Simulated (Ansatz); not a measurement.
Wanted: the native input for an Ansatz 0.2.0 run.

```yaml
Task: single point
Functional: PBE
Potentials_or_basis: Ansatz PAW
Cutoff: "420 eV (not typed: the program's choice for these potentials)"
k_mesh: 7 × 7 × 9
Occupations: fermi-dirac, width 0.05 eV
Spin: no spin polarisation
```

Crystal: O.

```xyz
4
Lattice="3.8923 0.0000 0.0000 0.0000 3.7895 0.0000 -0.9967 0.0000 2.9534" Properties=species:S:1:pos:R:3 pbc="T T T"
O     1.1269    1.1763    0.5215
O     2.2920    1.1193    0.9546
O     1.8020    2.6420    2.3708
O     0.6140    2.6463    2.0428
```

The cell isn't the ideal one: atoms moved at random, drawn with an rms of 0.05 Å.

The input as run:

input.yaml

```yaml
crystal:
  lattice:
    - [3.8922577202, 0.0, 0.0]
    - [0.0, 3.789457, 0.0]
    - [-0.9966562331, 0.0, 2.9534146937]
  atoms:
    - { symbol: O, position: [0.334742, 0.310419, 0.176591] }
    - { symbol: O, position: [0.671635, 0.295384, 0.323226] }
    - { symbol: O, position: [0.668521, 0.697186, 0.802739] }
    - { symbol: O, position: [0.33487, 0.698342, 0.69169] }
hamiltonian:
  xc: pbe
  pseudopotentials: { kind: paw }
kpoints:
  mp_grid: { grid: [7, 7, 9] }
scf:
  occupations: { method: fermi_dirac, width: 0.05 }
output:
  forces: true
  stress: true
  eigenvalues: true
```

Potentials or basis: Ansatz PAW.

The run is started by

```sh
$ ansatz run input.yaml --threads 2 --pin off --max-ram 5120MiB --backend cpu --events-out ev --progress --plain --runs-dir out
```

It gave:

The pressure is -1.3 GPa, the largest force is 2.201 eV/Å and the band gap on the k mesh is 0.66 eV, indirect (least direct gap 0.81 eV).

Caveat: spin is off for a triplet molecule; odd divisions of the mesh miss points on the zone boundary, where band edges often lie, so the gap on the mesh can be too wide; the pressure holds a Pulay correction of +1.2 GPa for the finite cutoff.

Wall time 3.5 s on 2 threads of Intel(R) Xeon(R) 6975P-C (Granite Rapids) (shared host), peak memory 0.49 GiB.
